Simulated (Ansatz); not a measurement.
**As under changes of volume**

One of the cells (19.764 Å³/atom); the others are scaled copies at fixed shape and fractional positions:

```
As
1.0
     2.70368    0.00000    0.00000
     0.00000    2.70368    0.00000
     0.00000    0.00000    2.70368
As
1
Direct
  0.50000 0.50000 0.50000
```

This isn't the form of As at room conditions, which is rhombohedral.

| Quantity | Value |
| --- | --- |
| Program | Ansatz 0.2.0 |
| Functional | r2SCAN |
| Potentials or basis | Ansatz PAW |
| Cutoff | 500 eV (not typed: the program's choice for these potentials) |
| k mesh | 10 × 10 × 10 |
| Occupations | fermi-dirac, width 0.05 eV |
| Spin | no spin polarisation |

```tsv
volume (Å³/atom)	energy over the lowest point (meV/atom)	pressure (GPa)
18.578	20.90	6.3
18.973	?	?
19.368	1.78	1.7
19.764	0.00	-0.2
20.159	2.59	-1.8
20.554	8.99	-3.3
20.949	18.77	-4.7
```

Q: What does the run at 18.973 Å³/atom give?

A: Energy over the lowest point 8.55 meV/atom; pressure 3.9 GPa.

Worked out: A Birch-Murnaghan fit of order 3 (a polynomial in V^(-2/3)) to the other rows has its minimum at 19.72 Å³/atom with B0 = V·E''(V) = 89 GPa and B' = 5.4. It gives 8.52 meV/atom at 18.973 Å³/atom, against the run's 8.55, and -dE/dV = 3.8 GPa, against 3.9.

Energies are extrapolated to zero smearing.

Caveats: the PAW data sets come from PBE, with cores solved anew for the run's functional, which leaves a small shift of forces and pressure.
